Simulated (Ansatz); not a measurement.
# Ti: pressure up to the limit of the methods

One table from this session's results is given with a row withheld; the runs are named, their logs left out.

Method: DFT, PBE, PAW with Ansatz's default frozen-core files, scalar-relativistic, in Ansatz 0.2.0.

## Starting point

The structure is cubic, space group Fm-3m (No. 225). The conventional cell has a = 4.113 Å, b = 4.113 Å, c = 4.113 Å, α = 90.00°, β = 90.00°, γ = 90.00°. Around Ti (site symmetry m-3m) lie 12 Ti at 2.91 Å.

Coordinates:

```cif
data_structure
_symmetry_space_group_name_H-M 'P 1'
_symmetry_Int_Tables_number 1
_cell_length_a 2.9085
_cell_length_b 2.9085
_cell_length_c 2.9085
_cell_angle_alpha 60.000
_cell_angle_beta 60.000
_cell_angle_gamma 60.000
_cell_volume 17.40
loop_
_atom_site_label
_atom_site_type_symbol
_atom_site_fract_x
_atom_site_fract_y
_atom_site_fract_z
_atom_site_occupancy
Ti1 Ti 0.00000 0.00000 0.00000 1
```

Whether this phase is the stable one at these pressures isn't tested.

Set-up of the first run:

File input.yaml:

```yaml
crystal:
  lattice:
    - [0.0, 2.0565919077, 2.0565919077]
    - [2.0565919077, 0.0, 2.0565919077]
    - [2.0565919077, 2.0565919077, 0.0]
  atoms:
    - { symbol: Ti, position: [0.0, 0.0, 0.0] }
kpoints:
  mp_grid: { grid: [18, 18, 18] }
scf:
  occupations: { method: fermi_dirac, width: 0.08 }
hamiltonian:
  xc: pbe
  pseudopotentials: { kind: paw }
output:
  forces: true
  stress: true
  write_density: true
  write_potential: true
  elf: true
  volumetric_format: npy
relax:
  f_tol: 0.005
  max_steps: 40
  cell: {}
```

The run is started by

```
$ ansatz run input.yaml --threads 1 --pin off --max-ram 2048MiB --backend cpu --events-out ev --progress --plain --runs-dir out
```

Steps of the session up to this table: Cell relaxed at zero pressure, PAW; Volume scaled by 1, PAW; Volume scaled by 0.92, PAW; Volume scaled by 0.84, PAW; Volume scaled by 0.76, PAW; Volume scaled by 0.68, PAW; Volume scaled by 0.68, PAW (cutoff 300 eV); Volume scaled by 0.6, PAW; Volume scaled by 0.52, PAW; Volume scaled by 0.45, PAW; Volume scaled by 0.45, PAW (cutoff 300 eV).

One table of the session follows, with a row left open; its other results are not shown here.

```
             method  volume over the first  volume (Å³/atom)  pressure (GPa)
                PAW                      1            17.407            0.00
                PAW                   0.92            16.014           10.28
                PAW                   0.84            14.622           24.98
                PAW                   0.76                 ?               ?
                PAW                   0.68            11.837           77.15
                PAW                    0.6            10.444          122.85
                PAW                   0.52             9.052          194.05
                PAW                   0.45             7.833          291.06
PAW (cutoff 300 eV)                   0.68            11.837           76.31
PAW (cutoff 300 eV)                   0.45             7.833          291.06
```

**Question.** Estimate the row for PAW, 0.76.

The run gave: volume (Å³/atom): 13.229; pressure (GPa): 46.21. In the column «volume (Å³/atom)» it lies between PAW (cutoff 300 eV), 0.68 (11.837) and PAW, 0.84 (14.622).

To keep in mind: Warnings in the runs' records: cutoff below recommended.
